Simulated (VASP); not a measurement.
# BaZrO3 in VASP: one cell, several levels of theory

Aim: gap, levels, forces and stress of BaZrO3 in the cubic perovskite structure, under -3.0 % strain along z alone at fixed geometry. Runs: PBE, r2SCAN. The results are then set beside those of Ansatz 0.2.0 for the same cell.

Code: VASP 6.6.1. PAW datasets, plane waves. Spin-unpolarised throughout; all numbers are computed.

### 1 The structure to begin with

The cell comes from an earlier relaxation with r2SCAN in another program, then strained, with the atoms relaxed again.

The symmetry is P4/mmm (No. 123, tetragonal); conventional cell a = 4.205 Å, c = 4.079 Å, 14.43 Å³ an atom. Near Ba stand 12 O at 2.93–2.97 Å; near Zr stand 6 O at 2.04–2.10 Å; near O stand 2 Zr at 2.04 Å and 4 Ba at 2.97 Å; near O stand 2 Zr at 2.10 Å and 4 Ba at 2.93 Å.

The structure in full:

```
CELL_PARAMETERS angstrom
4.20535 0.00000 0.00000
0.00000 4.20535 0.00000
0.00000 0.00000 4.07919
ATOMIC_POSITIONS crystal
Ba 0.00000 0.00000 0.00000
Zr 0.50000 0.50000 0.50000
O 0.50000 0.50000 0.00000
O 0.50000 0.00000 0.50000
O 0.00000 0.50000 0.50000
```

### 2 PBE at this geometry

INCAR reads:

```
ENCUT = 520.000000
SIGMA = 0.020000
EDIFF = 1.00e-07
GGA = PE
PREC = Accurate
IBRION = -1
ISIF = 2
ISMEAR = -1
NBANDS = 28
NELM = 120
NSW = 0
LASPH = .TRUE.
LCHARG = .FALSE.
LWAVE = .FALSE.
LREAL = .FALSE.
```

KPOINTS reads:

```
KPOINTS created by Atomic Simulation Environment
0
Gamma
6 6 6
0 0 0
```

KPOINTS_OPT reads:

```
special points
4
Reciprocal
0.0000000000 0.0000000000 0.0000000000 1
0.0000000000 0.5000000000 0.0000000000 1
0.5000000000 0.5000000000 0.0000000000 1
0.5000000000 0.5000000000 0.5000000000 1
```

POSCAR reads:

```
Ba Zr O
 1.0000000000000000
     4.2053549142000000    0.0000000000000000    0.0000000000000000
     0.0000000000000000    4.2053549142000000    0.0000000000000000
     0.0000000000000000    0.0000000000000000    4.0791942668000001
 Ba  Zr  O
   1   1   3
Cartesian
  0.0000000000000000  0.0000000000000000  0.0000000000000000
  2.1026774570999995  2.1026774570999995  2.0395971333999996
  2.1026774570999995  2.1026774570999995  0.0000000000000000
  2.1026774570999995  0.0000000000000000  2.0395971333999996
  0.0000000000000000  2.1026774570999995  2.0395971333999996
```

The run uses the recommended PBE PAW datasets (40 valence electrons a neutral cell).

Started as:

```console
> mpirun -np 1 vasp_std
```

Printed to the terminal (iteration lines stand in OSZICAR):

```text
POSCAR found type information on POSCAR BaZrO
 POSCAR found :  3 types and       5 ions
 LDA part: xc-table for (Slater+PW92), standard interpolation
 POSCAR, INCAR and KPOINTS ok, starting setup
 FFT: planning ... GRIDC
 FFT: planning ... GRID_SOFT
 FFT: planning ... GRID
 WAVECAR not read
 entering main loop
 Start KPOINTS_OPT (optional k-point list driver)
k-point batch [1-4\4]
```

OSZICAR:

```text
N       E                     dE             d eps       ncg     rms          rms(c)
DAV:   1     0.308422835073E+03    0.30842E+03   -0.21969E+04  2240   0.140E+03
DAV:   2    -0.285728575733E+02   -0.33700E+03   -0.32677E+03  2804   0.353E+02
DAV:   3    -0.486158926587E+02   -0.20043E+02   -0.19969E+02  3584   0.804E+01
DAV:   4    -0.490975347661E+02   -0.48164E+00   -0.48103E+00  3032   0.103E+01
DAV:   5    -0.491071048067E+02   -0.95700E-02   -0.95694E-02  3188   0.116E+00    0.303E+01
DAV:   6    -0.416472575758E+02    0.74598E+01   -0.37655E+01  2620   0.387E+01    0.134E+01
DAV:   7    -0.415927234891E+02    0.54534E-01   -0.26676E+00  3120   0.897E+00    0.816E+00
DAV:   8    -0.415857648497E+02    0.69586E-02   -0.31638E-01  2624   0.413E+00    0.697E-01
DAV:   9    -0.415813537155E+02    0.44111E-02   -0.60677E-02  3052   0.135E+00    0.503E-01
DAV:  10    -0.415828297407E+02   -0.14760E-02   -0.14704E-02  2976   0.994E-01    0.240E-01
DAV:  11    -0.415825157995E+02    0.31394E-03   -0.16843E-03  2724   0.334E-01    0.379E-02
DAV:  12    -0.415825678575E+02   -0.52058E-04   -0.16018E-04  2688   0.872E-02    0.377E-02
DAV:  13    -0.415825678591E+02   -0.16071E-08   -0.21435E-05  3380   0.291E-02    0.508E-03
DAV:  14    -0.415825679597E+02   -0.10064E-06   -0.21970E-06  2664   0.112E-02    0.222E-03
DAV:  15    -0.415825679587E+02    0.97634E-09   -0.27222E-07  2592   0.354E-03
   1 F= -.41582568E+02 E0= -.41582568E+02  d E =-.504852E-12
       N       E                     dE             ncg
DAV:   1     0.315633214811E+04   -0.36224E+04      224
DAV:   2     0.187625917722E+04   -0.12801E+04      268
DAV:   3     0.178922497672E+04   -0.87034E+02      380
DAV:   4     0.178753818804E+04   -0.16868E+01      276
DAV:   5     0.178748603245E+04   -0.52156E-01      320
DAV:   6     0.178748509513E+04   -0.93733E-03      304
DAV:   7     0.178748508878E+04   -0.63429E-05      312
DAV:   8     0.178748508869E+04   -0.99535E-07      292
```

The lines after F= are the extra pass for the points of KPOINTS_OPT, at fixed density; their E is not a total energy.

OUTCAR, selected sections:

```text
k-points           NKPTS =     40   k-points in BZ     NKDIM =     40   number of bands    NBANDS=     28

   NELECT =      40.0000    total number of electrons

   dimension x,y,z NGX =    32 NGY =   32 NGZ =   30
   dimension x,y,z NGXF=    64 NGYF=   64 NGZF=   60

  energy-cutoff  :      520.00
  volume of cell :       72.14
      direct lattice vectors                 reciprocal lattice vectors
     4.205354914  0.000000000  0.000000000     0.237792058  0.000000000  0.000000000
     0.000000000  4.205354914  0.000000000     0.000000000  0.237792058  0.000000000
     0.000000000  0.000000000  4.079194267     0.000000000  0.000000000  0.245146452

 k-points in reciprocal lattice and weights: KPOINTS created by Atomic Simulation Env
   0.00000000  0.00000000  0.00000000       0.005
   0.16666667  0.00000000  0.00000000       0.019
   0.33333333  0.00000000  0.00000000       0.019
   0.50000000  0.00000000  0.00000000       0.009
   0.16666667  0.16666667  0.00000000       0.019
   0.33333333  0.16666667  0.00000000       0.037
   0.50000000  0.16666667  0.00000000       0.019
   0.33333333  0.33333333  0.00000000       0.019
[... 32 more k-points ...]

 E-fermi :   4.4411

 k-point     1 :       0.0000    0.0000    0.0000
  band No.  band energies     occupation
      1     -42.9509      2.00000
      2     -21.3183      2.00000
      3     -21.1808      2.00000
      4     -21.1251      2.00000
      5     -21.1251      2.00000
      6     -12.5301      2.00000
      7     -12.2288      2.00000
      8     -12.1270      2.00000
      9      -6.4831      2.00000
     10      -6.4831      2.00000
     11      -6.4090      2.00000
     12       2.4495      2.00000
     13       2.4495      2.00000
     14       2.6403      2.00000
     15       2.9006      2.00000
     16       2.9006      2.00000
     17       2.9975      2.00000
     18       3.7143      2.00000
     19       3.7143      2.00000
     20       3.7920      2.00000
     21       7.0780      0.00000
     22       7.2209      0.00000
     23       7.2209      0.00000
     24       8.4880      0.00000
     25       8.7476      0.00000
     26      10.0012      0.00000
     27      11.4030      0.00000
     28      11.8455      0.00000

 k-point     2 :       0.1667    0.0000    0.0000
  band No.  band energies     occupation
      1     -42.9501      2.00000
      2     -21.3868      2.00000
      3     -21.1791      2.00000
      4     -21.1234      2.00000
      5     -21.1037      2.00000
      6     -12.5633      2.00000
      7     -12.2013      2.00000
      8     -11.9466      2.00000
      9      -6.4677      2.00000
     10      -6.4195      2.00000
     11      -6.3921      2.00000
     12       2.0390      2.00000
     13       2.3315      2.00000
     14       2.5398      2.00000
     15       2.6894      2.00000
     16       2.6943      2.00000
     17       2.7600      2.00000
     18       3.0560      2.00000
     19       3.6281      2.00000
     20       3.7126      2.00000
     21       7.3160      0.00000
     22       7.6875      0.00000
     23       7.8134      0.00000
     24       8.9169      0.00000
     25       9.1855      0.00000
     26      10.5906      0.00000
     27      11.7037      0.00000
     28      12.2595      0.00000

 k-point     3 :       0.3333    0.0000    0.0000
  band No.  band energies     occupation
      1     -42.9485      2.00000
      2     -21.5101      2.00000
      3     -21.1758      2.00000
      4     -21.1199      2.00000
      5     -21.0692      2.00000
      6     -12.6676      2.00000
      7     -12.2048      2.00000
      8     -11.4568      2.00000
      9      -6.4364      2.00000
     10      -6.3578      2.00000
     11      -6.2940      2.00000
     12       0.9378      2.00000
     13       2.0553      2.00000
     14       2.2810      2.00000
     15       2.2907      2.00000
     16       2.3898      2.00000
     17       2.3937      2.00000
     18       2.4220      2.00000
     19       3.5266      2.00000
     20       3.6131      2.00000
     21       7.5319      0.00000
     22       8.9237      0.00000
     23       9.0051      0.00000
     24       9.8131      0.00000
     25      10.1407      0.00000
     26      11.5460      0.00000
     27      11.6715      0.00000
     28      12.1839      0.00000

[... the tables of k-points 4 to 40 left out ...]

  Total        2.8037150      2.8037150      6.5910023      0.0000000      0.0000000      0.0000000
  in kB       62.2679765     62.2679765    146.3802046      0.0000000      0.0000000      0.0000000
  external PRESSURE =      90.3053858 kB  Pullay stress =       0.0000000 kB

 POSITION                                       TOTAL-FORCE (eV/Angst)
 -----------------------------------------------------------------------------------
      0.00000      0.00000      0.00000         0.000000      0.000000      0.000000
      2.10268      2.10268      2.03960         0.000000      0.000000      0.000000
      2.10268      2.10268      0.00000         0.000000      0.000000      0.000000
      2.10268      0.00000      2.03960         0.000000      0.000000      0.000000
      0.00000      2.10268      2.03960         0.000000      0.000000      0.000000
 -----------------------------------------------------------------------------------
    total drift:                                0.000000     -0.000000     -0.000000

  FREE ENERGIE OF THE ION-ELECTRON SYSTEM (eV)
  ---------------------------------------------------
  free  energy   TOTEN  =       -41.5825679587 eV

  energy  without entropy=      -41.5825679587  energy(sigma->0) =      -41.58256796
```

Hardware: 1 MPI rank of Intel Xeon Platinum 8488C, shared host.

The levels at the points of KPOINTS_OPT are read from vasprun.xml.

Levels at the named points, in eV from the top of band v (v: the last filled band by count, c: the next):

```tsv
point	v−1	v	c	c+1
Γ	-0.24	-0.16	3.12	3.27
X	-0.46	-0.38	3.70	5.69
M	-0.65	-0.15	5.71	5.71
R	0.00	0.00	5.93	6.09
```

The PBE gap is 3.12 eV and indirect (R to Γ), with 3.29 eV as the least direct one. The pressure is 9.03 GPa; the forces vanish within 0.01 eV/Å.

### 3 r2SCAN

INCAR reads:

```
ENCUT = 520.000000
SIGMA = 0.010000
EDIFF = 1.00e-07
ALGO = Normal
METAGGA = R2SCAN
PREC = Accurate
IBRION = -1
ISIF = 2
ISMEAR = 0
NBANDS = 28
NELM = 120
NSW = 0
LASPH = .TRUE.
LCHARG = .FALSE.
LWAVE = .FALSE.
LREAL = .FALSE.
```

KPOINTS is that of step 2.

KPOINTS_OPT is that of step 2.

POSCAR is that of step 2.

Started as:

```console
> mpirun -np 1 vasp_std
```

Printed to the terminal (iteration lines stand in OSZICAR):

```text
POSCAR found type information on POSCAR BaZrO
 POSCAR found :  3 types and       5 ions
 -----------------------------------------------------------------------------
|                                                                             |
|                                                                             |
|     You enforced a specific xc type in the INCAR file but a different       |
|     I HOPE YOU KNOW WHAT YOU ARE DOING!                                     |
|                                                                             |
 -----------------------------------------------------------------------------

 LDA part: xc-table for (None), standard interpolation
 POSCAR, INCAR and KPOINTS ok, starting setup
 FFT: planning ... GRIDC
 FFT: planning ... GRID_SOFT
 FFT: planning ... GRID
 WAVECAR not read
 entering main loop
 Start KPOINTS_OPT (optional k-point list driver)
k-point batch [1-4\4]
```

OSZICAR:

```text
N       E                     dE             d eps       ncg     rms          rms(c)
DAV:   1     0.260228490338E+03    0.26023E+03   -0.22484E+04  2240   0.144E+03
DAV:   2    -0.846722766555E+02   -0.34490E+03   -0.33437E+03  2792   0.363E+02
DAV:   3    -0.106466670767E+03   -0.21794E+02   -0.21705E+02  3756   0.826E+01
DAV:   4    -0.107069800030E+03   -0.60313E+00   -0.60180E+00  3104   0.110E+01
DAV:   5    -0.107082150703E+03   -0.12351E-01   -0.12349E-01  3192   0.128E+00    0.313E+01
DAV:   6    -0.846237741546E+02    0.22458E+02   -0.23066E+01  2876   0.355E+01    0.112E+01
DAV:   7    -0.849692957586E+02   -0.34552E+00   -0.18225E+00  2904   0.827E+00    0.571E+00
DAV:   8    -0.850732234468E+02   -0.10393E+00   -0.83209E-01  2400   0.581E+00    0.180E+00
DAV:   9    -0.850111993724E+02    0.62024E-01   -0.28164E-01  2500   0.287E+00    0.340E-01
DAV:  10    -0.850130705596E+02   -0.18712E-02   -0.10574E-02  3048   0.660E-01    0.185E-01
DAV:  11    -0.850138434729E+02   -0.77291E-03   -0.52186E-03  2584   0.421E-01    0.151E-01
DAV:  12    -0.850135592326E+02    0.28424E-03   -0.85727E-04  2492   0.168E-01    0.423E-02
DAV:  13    -0.850135431428E+02    0.16090E-04   -0.10403E-04  2792   0.592E-02    0.531E-03
DAV:  14    -0.850135435226E+02   -0.37989E-06   -0.59612E-06  3256   0.142E-02    0.410E-03
DAV:  15    -0.850135432363E+02    0.28639E-06   -0.15542E-07  2152   0.263E-03    0.309E-03
DAV:  16    -0.850135427756E+02    0.46061E-06   -0.25140E-07  2132   0.291E-03    0.501E-04
DAV:  17    -0.850135427551E+02    0.20507E-07   -0.17241E-08  1484   0.833E-04
   1 F= -.85013543E+02 E0= -.85013543E+02  d E =-.714803-112
       N       E                     dE             ncg
DAV:   1     0.309753109819E+04   -0.36812E+04      224
DAV:   2     0.176132560219E+04   -0.13362E+04      268
DAV:   3     0.167298553041E+04   -0.88340E+02      380
DAV:   4     0.167132395041E+04   -0.16616E+01      276
DAV:   5     0.167127169718E+04   -0.52253E-01      312
DAV:   6     0.167127074047E+04   -0.95671E-03      308
DAV:   7     0.167127073226E+04   -0.82101E-05      320
DAV:   8     0.167127073217E+04   -0.92776E-07      264
```

From OUTCAR:

```text
k-points           NKPTS =     40   k-points in BZ     NKDIM =     40   number of bands    NBANDS=     28

   NELECT =      40.0000    total number of electrons

   dimension x,y,z NGX =    32 NGY =   32 NGZ =   30
   dimension x,y,z NGXF=    64 NGYF=   64 NGZF=   60

  energy-cutoff  :      520.00
  volume of cell :       72.14
      direct lattice vectors                 reciprocal lattice vectors
     4.205354914  0.000000000  0.000000000     0.237792058  0.000000000  0.000000000
     0.000000000  4.205354914  0.000000000     0.000000000  0.237792058  0.000000000
     0.000000000  0.000000000  4.079194267     0.000000000  0.000000000  0.245146452

 k-points in reciprocal lattice and weights: KPOINTS created by Atomic Simulation Env
   0.00000000  0.00000000  0.00000000       0.005
   0.16666667  0.00000000  0.00000000       0.019
   0.33333333  0.00000000  0.00000000       0.019
   0.50000000  0.00000000  0.00000000       0.009
   0.16666667  0.16666667  0.00000000       0.019
   0.33333333  0.16666667  0.00000000       0.037
   0.50000000  0.16666667  0.00000000       0.019
   0.33333333  0.33333333  0.00000000       0.019
[... 32 more k-points ...]

 E-fermi :   3.8074

 k-point     1 :       0.0000    0.0000    0.0000
  band No.  band energies     occupation
      1     -44.7392      2.00000
      2     -22.3047      2.00000
      3     -22.2544      2.00000
      4     -22.1955      2.00000
      5     -22.1955      2.00000
      6     -13.8203      2.00000
      7     -13.5298      2.00000
      8     -13.4327      2.00000
      9      -7.0467      2.00000
     10      -7.0467      2.00000
     11      -6.9723      2.00000
     12       2.1148      2.00000
     13       2.1148      2.00000
     14       2.3077      2.00000
     15       2.5668      2.00000
     16       2.5668      2.00000
     17       2.6642      2.00000
     18       3.3906      2.00000
     19       3.3906      2.00000
     20       3.4629      2.00000
     21       7.2896      0.00000
     22       7.4357      0.00000
     23       7.4357      0.00000
     24       8.6983      0.00000
     25       8.9650      0.00000
     26      10.5361      0.00000
     27      11.6320      0.00000
     28      12.0874      0.00000

 k-point     2 :       0.1667    0.0000    0.0000
  band No.  band energies     occupation
      1     -44.7383      2.00000
      2     -22.4122      2.00000
      3     -22.2527      2.00000
      4     -22.1937      2.00000
      5     -22.1438      2.00000
      6     -13.8531      2.00000
      7     -13.5045      2.00000
      8     -13.2339      2.00000
      9      -7.0303      2.00000
     10      -6.9874      2.00000
     11      -6.9545      2.00000
     12       1.6965      2.00000
     13       1.9987      2.00000
     14       2.2107      2.00000
     15       2.3623      2.00000
     16       2.3772      2.00000
     17       2.4417      2.00000
     18       2.7443      2.00000
     19       3.3033      2.00000
     20       3.3823      2.00000
     21       7.5302      0.00000
     22       7.8911      0.00000
     23       8.0198      0.00000
     24       9.1311      0.00000
     25       9.4134      0.00000
     26      11.1121      0.00000
     27      11.9587      0.00000
     28      12.5875      0.00000

 k-point     3 :       0.3333    0.0000    0.0000
  band No.  band energies     occupation
      1     -44.7364      2.00000
      2     -22.5694      2.00000
      3     -22.2493      2.00000
      4     -22.1902      2.00000
      5     -22.0913      2.00000
      6     -13.9504      2.00000
      7     -13.5127      2.00000
      8     -12.7166      2.00000
      9      -6.9972      2.00000
     10      -6.9182      2.00000
     11      -6.8699      2.00000
     12       0.5657      2.00000
     13       1.7273      2.00000
     14       1.9579      2.00000
     15       1.9792      2.00000
     16       2.0902      2.00000
     17       2.0917      2.00000
     18       2.1180      2.00000
     19       3.1956      2.00000
     20       3.2767      2.00000
     21       7.7440      0.00000
     22       9.1328      0.00000
     23       9.2152      0.00000
     24      10.0403      0.00000
     25      10.4137      0.00000
     26      11.8238      0.00000
     27      12.0121      0.00000
     28      12.6568      0.00000

[... the tables of k-points 4 to 40 left out ...]

  Total        1.7259652      1.7259652      5.6263753      0.0000000      0.0000000      0.0000000
  in kB       38.3321271     38.3321271    124.9567094      0.0000000      0.0000000      0.0000000
  external PRESSURE =      67.2069879 kB  Pullay stress =       0.0000000 kB

 POSITION                                       TOTAL-FORCE (eV/Angst)
 -----------------------------------------------------------------------------------
      0.00000      0.00000      0.00000         0.000000      0.000000      0.000000
      2.10268      2.10268      2.03960         0.000000      0.000000      0.000000
      2.10268      2.10268      0.00000         0.000000      0.000000      0.000000
      2.10268      0.00000      2.03960         0.000000      0.000000      0.000000
      0.00000      2.10268      2.03960         0.000000      0.000000      0.000000
 -----------------------------------------------------------------------------------
    total drift:                                0.000000     -0.000000     -0.000000

  FREE ENERGIE OF THE ION-ELECTRON SYSTEM (eV)
  ---------------------------------------------------
  free  energy   TOTEN  =       -85.0135427551 eV

  energy  without entropy=      -85.0135427551  energy(sigma->0) =      -85.01354276
```

Hardware: 1 MPI rank of Intel Xeon Platinum 8488C, shared host.

The levels at the points of KPOINTS_OPT are read from vasprun.xml.

Near the gap, in eV above the top of the last filled band v; c is the band after it:

```tsv
point	v−1	v	c	c+1
Γ	-0.26	-0.19	3.64	3.79
X	-0.49	-0.41	4.22	6.21
M	-0.69	-0.15	6.23	6.23
R	0.00	0.00	6.57	6.74
```

r2SCAN gives an indirect gap of 3.64 eV, from R to Γ; the least direct gap is 3.83 eV. The pressure is 6.72 GPa; the forces vanish within 0.01 eV/Å.

### 4 Results

```
 level  gap (eV)  pressure (GPa)  Ansatz: gap (eV)  Ansatz: pressure (GPa)
   PBE      3.12            9.03              3.18                    7.88
r2SCAN      3.64            6.72              3.70                    5.54
```

In words: The gap spans 3.12 eV (PBE) to 3.64 eV (r2SCAN). Spin-orbit coupling is left out, though the cell holds Ba (Z = 56). At this one volume the pressure spans 6.7 GPa (r2SCAN) to 9.0 GPa (PBE): PBE wants the largest cell and r2SCAN the smallest. The two programs agree on the gap within 0.07 eV, far less than the spread between functionals. The two codes have different PAW datasets and cutoffs.
